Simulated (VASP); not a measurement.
# Sn3O (Im-3m) in VASP: relaxation of cell and atoms with PBE

Aim: the relaxation of cell and atoms of Sn3O with PBE.

Everything below comes from runs of VASP 6.6.1. Logs are shortened: lines on timing, memory, paths and dates and some standing lists are left out, and cuts for length are marked.

## (1) The cell of the first run

The structure is cubic, space group Im-3m (No. 229). Conventional cell: a = 6.898 Å, b = 6.898 Å, c = 6.898 Å, α = 90.00°, β = 90.00°, γ = 90.00°. Sn (site symmetry 4/mmm) is surrounded by 4 Sn at 3.45 Å and 2 O at 3.45 Å. O (site symmetry m-3m) has 6 Sn at 3.45 Å as nearest neighbours.

The cell was built by a generator and needn't be a form met in nature.

## (2) Relaxation of cell and atoms, PBE (random cell by space group and Wyckoff sites (Im-3m, No. 229))

INCAR reads:

```
PREC     = Accurate       # precision mode
ENCUT    = 600            # plane-wave cutoff, eV
EDIFF    = 1E-6           # SCF threshold, eV
ISMEAR   = 0              # smearing method
SIGMA    = 0.1            # smearing width, eV
LREAL    = F              # projectors in reciprocal space
LASPH    = T              # aspherical terms in the spheres
NELM     = 100            # most SCF steps
ALGO     = Fast           # electronic algorithm
ISIF     = 3              # what is computed and relaxed
LWAVE    = F              # write WAVECAR
LCHARG   = F              # write CHGCAR
GGA      = PE             # functional
IBRION   = 2              # ionic algorithm
NSW      = 90             # ionic steps
EDIFFG   = -0.04          # ionic threshold
```

KPOINTS reads:

```
regular mesh
0
Gamma
  4 4 4
```

POSCAR reads:

```
Sn3O
1.0
   -3.4489949000      3.4489949000      3.4489949000
    3.4489949000     -3.4489949000      3.4489949000
    3.4489949000      3.4489949000     -3.4489949000
Sn O
3 1
Direct
    0.0000000000      0.5000000000      0.5000000000
    0.5000000000      0.0000000000      0.5000000000
    0.5000000000      0.5000000000      0.0000000000
    0.0000000000      0.0000000000      0.0000000000
```

Potentials or basis: VASP PAW PBE potentials, release 64 (Sn_d, O).

Launch:

```
$ cat potpaw_PBE.64/Sn_d/POTCAR potpaw_PBE.64/O/POTCAR > POTCAR
$ mpirun -np 1 vasp_std > vasp.out
```

OUTCAR:

```text
PREC = Accurate
   ENCUT = 600
   EDIFF = 1E-6
   ISMEAR = 0
   LREAL = F
   LASPH = T
   NELM = 100
   ISIF = 3
   GGA = PE
   IBRION = 2
   NSW = 90
   EDIFFG = -0.04

 ion  position               nearest neighbor table
   1  0.000  0.500  0.500-   2 3.45   3 3.45   3 3.45   2 3.45
   2  0.500  0.000  0.500-   1 3.45   3 3.45   3 3.45   1 3.45
   3  0.500  0.500  0.000-   1 3.45   2 3.45   2 3.45   1 3.45
   4  0.000  0.000  0.000-

  LATTYP: Found a body centered cubic cell.
 ALAT       =     6.8979898000

  Lattice vectors:

 A1 = (  -3.4489949000,   3.4489949000,   3.4489949000)
 A2 = (   3.4489949000,  -3.4489949000,   3.4489949000)
 A3 = (   3.4489949000,   3.4489949000,  -3.4489949000)

Analysis of symmetry for initial positions (statically):
=====================================================================
 Subroutine PRICEL returns:
 Original cell was already a primitive cell.

 Routine SETGRP: Setting up the symmetry group for a
 body centered cubic supercell.

 Subroutine GETGRP returns: Found 48 space group operations
 (whereof 48 operations were pure point group operations)
 out of a pool of 48 trial point group operations.

The static configuration has the point symmetry O_h .

Analysis of symmetry for dynamics (positions and initial velocities):
=====================================================================
 Subroutine PRICEL returns:
 Original cell was already a primitive cell.

 Routine SETGRP: Setting up the symmetry group for a
 body centered cubic supercell.

 Subroutine GETGRP returns: Found 48 space group operations
 (whereof 48 operations were pure point group operations)
 out of a pool of 48 trial point group operations.

The dynamic configuration has the point symmetry O_h .

 Subroutine INISYM returns: Found 48 space group operations
 (whereof 48 operations are pure point group operations),
 and found     1 'primitive' translations

----------------------------------------------------------------------------------------

                                     Primitive cell

  volume of cell :     164.1110

  direct lattice vectors                    reciprocal lattice vectors
    -3.448994900  3.448994900  3.448994900     0.000000000  0.144969771  0.144969771
     3.448994900 -3.448994900  3.448994900     0.144969771  0.000000000  0.144969771
     3.448994900  3.448994900 -3.448994900     0.144969771  0.144969771  0.000000000

  length of vectors
     5.973834402  5.973834402  5.973834402     0.205018216  0.205018216  0.205018216

  position of ions in fractional coordinates (direct lattice)
     0.000000000  0.500000000  0.500000000
     0.500000000  0.000000000  0.500000000
     0.500000000  0.500000000  0.000000000
     0.000000000  0.000000000  0.000000000

  ion indices of the primitive-cell ions
   primitive index   ion index
                 1           1
                 2           2
                 3           3
                 4           4

----------------------------------------------------------------------------------------

 KPOINTS: regular mesh

Automatic generation of k-mesh.
 Grid dimensions read from file:
 generate k-points for:    4    4    4

 Generating k-lattice:

  Cartesian coordinates                     Fractional coordinates (reciprocal lattice)
     0.000000000  0.036242443  0.036242443     0.250000000  0.000000000  0.000000000
     0.036242443  0.000000000  0.036242443     0.000000000  0.250000000  0.000000000
     0.036242443  0.036242443  0.000000000     0.000000000  0.000000000  0.250000000

  Length of vectors
     0.051254554  0.051254554  0.051254554

  Shift w.r.t. Gamma in fractional coordinates (k-lattice)
     0.000000000  0.000000000  0.000000000

 Subroutine IBZKPT returns following result:
 ===========================================

 Found      8 irreducible k-points:

 Following reciprocal coordinates:
            Coordinates               Weight
  0.000000  0.000000  0.000000      1.000000
  0.250000  0.000000  0.000000     12.000000
  0.500000  0.000000  0.000000      6.000000
  0.250000  0.250000  0.000000     24.000000
  0.250000  0.250000  0.250000      2.000000
 -0.250000  0.250000  0.250000      6.000000
  0.500000  0.500000  0.250000     12.000000
  0.500000  0.500000  0.500000      1.000000
   k-points           NKPTS =      8   k-points in BZ     NKDIM =      8   number of bands    NBANDS=     28
   number of dos      NEDOS =    301   number of ions     NIONS =      4
   total plane-waves  NPLWV = 110592
   dimension x,y,z NGX =    48 NGY =   48 NGZ =   48
   dimension x,y,z NGXF=    96 NGYF=   96 NGZF=   96
   ions per type =               3   1
   NGX,Y,Z   is equivalent  to a cutoff of  13.36, 13.36, 13.36 a.u.
   NGXF,Y,Z  is equivalent  to a cutoff of  26.72, 26.72, 26.72 a.u.
 SYSTEM =  unknown system
   PREC   = accura    normal or accurate (medium, high low for compatibility)
   ISTART =      0    job   : 0-new  1-cont  2-samecut
   ICHARG =      2    charge: 1-file 2-atom 10-const
   ISPIN  =      1    spin polarized calculation?
   LNONCOLLINEAR =      F non collinear calculations
   LSORBIT =      F    spin-orbit coupling
   LASPH  =      T    aspherical Exc in radial PAW
   ENCUT  =  600.0 eV  44.10 Ry    6.64 a.u.  11.93 11.93 11.93*2*pi/ulx,y,z
   NELM   =    100;   NELMIN=  2; NELMDL= -5     # of ELM steps
   EDIFF  = 0.1E-05   stopping-criterion for ELM
   LREAL  =      F    real-space projection
   EDIFFG = -.4E-01   stopping-criterion for IOM
   NSW    =     90    number of steps for IOM
   IBRION =      2    ionic relax: 0-MD 1-quasi-New 2-CG
   NFREE  =      1    steps in history (QN), initial steepest desc. (CG)
   ISIF   =      3    stress and relaxation
   ISYM   =      2    0-nonsym 1-usesym 2-fastsym
   POTIM  = 0.5000    time-step for ionic-motion
   TEBEG  =    0.0;   TEEND  =   0.0 temperature during run
   PSTRESS=    0.0 pullay stress
   NELECT =      48.0000    total number of electrons
   NUPDOWN=      -1.0000    fix difference up-down
   EMIN   =  10.00;   EMAX   =-10.00  energy-range for DOS
   EFERMI =   0.00;   METHOD = LEGACY
   ISMEAR =     0;   SIGMA  =   0.10  broadening in eV -4-tet -1-fermi 0-gaus
   EFERMI_NEDOS =   21; number of points for ismear=-14 and -15
   IALGO  =     68    algorithm
   IMIX   =      4    mixing-type and parameters
     AMIX     =   0.40;   BMIX     =  1.00
     AMIX_MAG =   1.60;   BMIX_MAG =  1.00
  volume/ion in A,a.u.               =      41.03       276.87
  Fermi-wavevector in a.u.,A,eV,Ry     =   1.086699  2.053564 16.067327  1.180915
  Thomas-Fermi vector in A             =   2.222842
   LORBIT       =      0    0 simple, 1 ext, 2 COOP (PROOUT), +10 PAW based schemes
   GGA     = PE    functional components
   LHFCALC =     F    Hartree Fock is set to
   AEXX    =    0.0000 exact exchange contribution
   IVDW    =     0    specifies the selected vdW correction
   LEPSILON=     F    determine dielectric tensor
   LRPA    =     F    only Hartree local field effects (RPA)
 conjugate gradient relaxation of ions
 non-spin polarized calculation
 RMM-DIIS sequential band-by-band and
 Gauss-broadening in eV      SIGMA  =   0.10
  energy-cutoff  :      600.00
  volume of cell :      164.11
 maximum number of plane-waves:      5594
   NGX = 23   NGY = 23   NGZ = 23

--------------------------------------- Ionic step        1  -------------------------------------------

 number of electron      48.0000017 magnetization

 Free energy of the ion-electron system (eV)
  ---------------------------------------------------
  ext. energy  EPLUGINS =         0.00000000
  ---------------------------------------------------
  free energy    TOTEN  =       -13.34317033 eV

  energy without entropy =      -13.32668142  energy(sigma->0) =      -13.33492587

------------------------ aborting loop because EDIFF is reached ----------------------------------------

  FORCE on cell =-STRESS in cart. coord.  units (eV):
  Direction    XX          YY          ZZ          XY          YZ          ZX
  --------------------------------------------------------------------------------------
  -------------------------------------------------------------------------------------
  Total       -8.5089182     -8.5089182     -8.5089182     -0.0000000     -0.0000000     -0.0000000
  in kB      -83.0705877    -83.0705877    -83.0705877     -0.0000000     -0.0000000     -0.0000000
  external PRESSURE =     -83.0705877 kB  Pullay stress =       0.0000000 kB
[... 23 lines left out ...]
  energy  without entropy=      -13.3266814160  energy(sigma->0) =      -13.33492587

--------------------------------------- Ionic step        2  -------------------------------------------

 number of electron      47.9999991 magnetization

 E-fermi :   4.0470     XC(G=0):  -8.9944

 val. band max:        4.0412347160   @ k =   0.2500   0.0000   0.0000
 cond. band min:       4.4044640885   @ k =   0.5000   0.0000   0.0000
 fundamental gap:      0.3632293725
 Fermi energy:         4.0469992257

 k-point     1 :       0.0000    0.0000    0.0000
  band No.  band energies     occupation
      1     -17.2893      2.00000
      2     -17.2893      2.00000
      3     -17.2597      2.00000
      4     -17.2062      2.00000
      5     -17.2062      2.00000
      6     -17.2062      2.00000
[... 272 lines left out ...]
  energy  without entropy=      -15.7700365761  energy(sigma->0) =      -15.77639567

--------------------------------------- Ionic step        3  -------------------------------------------

 number of electron      47.9999997 magnetization

 E-fermi :   6.4022     XC(G=0):  -9.9483

 val. band max:        6.0718693412   @ k =   0.2500   0.0000   0.0000
 cond. band min:       6.4144506967   @ k =   0.5000   0.0000   0.0000
 fundamental gap:      0.3425813555
 Fermi energy:         6.4022307234

 k-point     1 :       0.0000    0.0000    0.0000
  band No.  band energies     occupation
      1     -15.3694      2.00000
      2     -15.3694      2.00000
      3     -15.2351      2.00000
      4     -15.1914      2.00000
      5     -15.1914      2.00000
      6     -15.1914      2.00000
[... 348 lines left out ...]
  energy  without entropy=      -16.5620111190  energy(sigma->0) =      -16.56716167

--------------------------------------- Ionic step        6  -------------------------------------------

 number of electron      47.9999998 magnetization

 Free energy of the ion-electron system (eV)
  ---------------------------------------------------
  ext. energy  EPLUGINS =         0.00000000
  ---------------------------------------------------
  free energy    TOTEN  =       -16.57231347 eV

  energy without entropy =      -16.56203976  energy(sigma->0) =      -16.56717662

 E-fermi :   6.8743     XC(G=0): -10.1349

 val. band max:        6.8322067415   @ k =   0.5000   0.0000   0.0000
 cond. band min:       6.9513412572   @ k =   0.2500   0.0000   0.0000
 fundamental gap:      0.1191345158
 Fermi energy:         6.8742918642

 k-point     1 :       0.0000    0.0000    0.0000
  band No.  band energies     occupation
      1     -15.0026      2.00000
      2     -15.0026      2.00000
      3     -14.8378      2.00000
      4     -14.8001      2.00000
      5     -14.8001      2.00000
      6     -14.8001      2.00000
[... 268 lines left out ...]
  FREE ENERGIE OF THE ION-ELECTRON SYSTEM (eV)
  ---------------------------------------------------
  free  energy   TOTEN  =       -16.5723134736 eV

  energy  without entropy=      -16.5620397647  energy(sigma->0) =      -16.56717662

 reached required accuracy - stopping structural energy minimisation
```

It took 5.1 min on 1 thread of AMD EPYC 7R13 (Zen 3), shared host; peak memory 0.33 GiB.

What came out:

```yaml
Free_energy: -16.5723 eV
Relaxed_volume: 23.17 Å³/atom
Relaxed_cell: a = 4.938 Å, b = 4.938 Å, c = 4.938 Å, α = 109.47°, β = 109.47°, γ = 109.47°
Space_group_after_relaxing_to_0.05_Å: Im-3m (No. 229)
Energy_gained_by_relaxing: 807.3 meV/atom
Ionic_steps: 6
Pressure_after_relaxing: 0.0 GPa
Band_gap_on_the_k_mesh: none (metal or under the smearing width)
```

Step by step:
| step | energy change (eV) | largest force (eV/Å) | pressure (GPa) | volume (Å³) |
| --- | --- | --- | --- | --- |
| 1 | 0.0000 | 0.0000 | -8.31 | 164.11 |
| 2 | -2.4396 | 0.0000 | -7.86 | 118.59 |
| 3 | -3.2067 | 0.0000 | -1.91 | 96.32 |
| 4 | -3.2255 | 0.0000 | 0.80 | 91.31 |
| 5 | -3.2291 | 0.0000 | -0.35 | 92.71 |
| 6 | -3.2291 | 0.0000 | 0.02 | 92.70 |

Final structure:
```
Sn O
1.0
    -2.85102    2.85102    2.85102
     2.85102   -2.85102    2.85102
     2.85102    2.85102   -2.85102
Sn O
3 1
Direct
  0.00000 0.50000 0.50000
  0.50000 0.00000 0.50000
  0.50000 0.50000 0.00000
  0.00000 0.00000 0.00000
```

Caveat: the volume moved by over 15 % at a fixed basis, so the end points are rough.
